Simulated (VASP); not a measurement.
Here is a VASP 6.6.1 calculation.

File run.py:

```python
from ase import Atoms
from ase.calculators.vasp import Vasp
from ase.dft.bandgap import bandgap

atoms = Atoms(
    ['Hf', 'B', 'B'],
    cell=[[3.14, 0.0, 0.0], [-1.57, 2.7193197679, 0.0], [0.0, 0.0, 3.48]],
    scaled_positions=[[0.0, 0.0, 0.0], [0.6666666667, 0.3333333333, 0.5], [0.3333333333, 0.6666666667, 0.5]],
    pbc=True,
)
calc = Vasp(
    directory='calc',
    xc='rpbe',
    pp='PBE',
    setups='recommended',
    pp_version='54',
    prec='Accurate',
    encut=520,
    ediff=1e-07,
    ismear=0,
    sigma=0.05,
    lreal=False,
    lasph=True,
    nelm=60,
    algo='Normal',
    isif=2,
    lwave=False,
    lcharg=False,
    kpts=[10, 10, 8],
    gamma=True,
    nbands=15,
)
atoms.calc = calc

print('energy (eV):', atoms.get_potential_energy())
print('free energy (eV):', atoms.get_potential_energy(force_consistent=True))
print('forces (eV/A):')
print(atoms.get_forces())
print('stress (eV/A^3, Voigt):', atoms.get_stress())
print('Fermi level (eV):', calc.get_fermi_level())
gap, top, bottom = bandgap(calc)
print('band gap (eV):', gap, 'from (spin, k, band)', top, 'to', bottom)
```

Potentials or basis: VASP PAW PBE potentials, release 54 (Hf_pv, B).

Launch:

```console
$ python run.py
```

(1) Estimate the pressure.

(2) Predict the band gap on the k mesh.

Results:

(1) 5.1 GPa.

(2) none (metal or under the smearing width).

Caveat: the PAW data sets were made with another functional, which shifts forces and pressure a little.
